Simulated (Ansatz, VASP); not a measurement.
**Si2Ni: VASP beside Ansatz**

```
Ni Si
1.0
     0.00000    2.70300    2.70300
     2.70300    0.00000    2.70300
     2.70300    2.70300    0.00000
Ni Si
1 2
Direct
  0.00000 0.00000 0.00000
  0.75000 0.75000 0.75000
  0.25000 0.25000 0.25000
```

Alike in both runs: task single point; functional RPBE; k mesh 9 × 9 × 9; occupations gaussian, width 0.02 eV; collinear spin, ferromagnetic start.

|  | VASP | Ansatz |
| --- | --- | --- |
| version | VASP 6.6.1 | Ansatz 0.2.0 |
| potentials or method | VASP PAW PBE potentials, release 64 (Ni_GW, Si_GW) | Ansatz PAW |
| plane-wave cutoff (eV) | 550 | 420 |
| valence electrons in the cell | 18 | 26 |

```tsv
	VASP	Ansatz	Ansatz less VASP
gap on the k mesh at the Fermi level (eV)	none	none	-
pressure (GPa)	6.2	6.8	+0.53
net moment per atom (μB)	0.00	0.00	0.000
```

A gap of «none» marks a metal or a gap that the smearing closes. The two sets of potentials don't hold the same shells in valence.

Caveats: the PAW data sets were made with another functional, which shifts forces and pressure a little (VASP); the PAW data sets come from PBE, with cores solved anew for the run's functional, which leaves a small shift of forces and pressure (Ansatz); the starting moments weren't kept (Ansatz).
